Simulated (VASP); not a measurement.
A run of VASP 6.6.1 is set up as follows.

The input INCAR:

```
PREC = Accurate
ENCUT = 520
EDIFF = 1E-6
ISMEAR = 0
SIGMA = 0.1
LREAL = False
LASPH = True
NELM = 100
ALGO = Fast
ISIF = 2
LWAVE = False
LCHARG = False
GGA = PE
NBANDS = 28
```

The input KPOINTS:

```
regular mesh
0
Gamma
  4 4 4
```

The input POSCAR:

```
BaZrO3
1.0
    4.2123871500      0.0000000000      0.0000000000
    0.0000000000      4.2123871500      0.0000000000
    0.0000000000      0.0000000000      4.2123871500
Ba Zr O
1 1 3
Direct
    0.0000000000      0.0000000000      0.0000000000
    0.5000000000      0.5000000000      0.5000000000
    0.5000000000      0.5000000000      0.0000000000
    0.5000000000      0.0000000000      0.5000000000
    0.0000000000      0.5000000000      0.5000000000
```

Potentials or basis: VASP PAW PBE potentials, release 64 (Ba_sv, Zr_sv, O).

The run is started by

```bash
$ cat potpaw_PBE.64/Ba_sv/POTCAR potpaw_PBE.64/Zr_sv/POTCAR potpaw_PBE.64/O/POTCAR > POTCAR
$ mpirun -np 1 vasp_std > vasp.out
```

Q: Estimate the band gap on the k mesh.

A: 3.15 eV, indirect (least direct gap 3.39 eV).

Q: Predict the pressure.

A: 2.6 GPa.

Caveat: spin-orbit coupling is left out, which moves the levels of the heavy elements. As with any semilocal functional, this PBE gap is likely too small.
